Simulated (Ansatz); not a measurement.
**HgTe: stiffness from a series of strains**

```xyz
2
Lattice="0.0000 2.9215 2.9215 2.9215 0.0000 2.9215 2.9215 2.9215 0.0000" Properties=species:S:1:pos:R:3 pbc="T T T"
Hg    0.0000    0.0000    0.0000
Te    2.9215    2.9215    2.9215
```

Atoms are numbered in the order listed.

The conventional cell has a = 5.843 Å, b = 5.843 Å, c = 5.843 Å, α = 90.00°, β = 90.00°, γ = 90.00°. Hg (atom 1) is surrounded by 6 Te at 2.92 Å. Te (atom 2) has 6 Hg at 2.92 Å as nearest neighbours.

The cell comes from COD entry 1538296, which wasn't checked; take it as a given geometry.

Spin–orbit coupling is left out, though it moves levels of the heavy atoms by tenths of an eV or more.

Computed with Ansatz 0.2.0, DFT, PBEsol, all-electron LAPW, scalar-relativistic.

The runs use a Γ-centred 12×12×12 k mesh, Fermi–Dirac smearing of 0.08 eV, basis error target 1 meV/atom, no spin polarisation.

The strain is applied along the Cartesian axes of the cell as listed (the other components stay zero). Fractional coordinates are held (clamped ions).

σ is the change of stress from the unstrained cell, which is at 6.07 GPa; tension is positive, so slopes are stress–strain coefficients at that pressure. In a metal the k mesh adds noise.

Only quantities that a quadratic follows smoothly over the whole series are listed; rougher ones are left out.

```
εxx = εyy  σzz (GPa)  σxx (GPa)
  -0.0200      -2.45      -4.85
   0.0000       0.00       0.00
   0.0100       1.07       1.98
   0.0200       2.05       3.72
```

Question: Fit the series and read off the stiffness at zero strain.

Answer: Least-squares fits y = p0 + p1 x + p2 x² to the rows give σzz (GPa): p1 = 112, p2 = -500; σxx (GPa): p1 = 214, p2 = -1400. So 2 C12 = 112 GPa and C11 + C12 = 214 GPa.

Question: One run, at εxx = εyy = -0.0100, is withheld. Predict its row.

Answer: The fits give -1.18, -2.29; the run gave -1.17, -2.26.
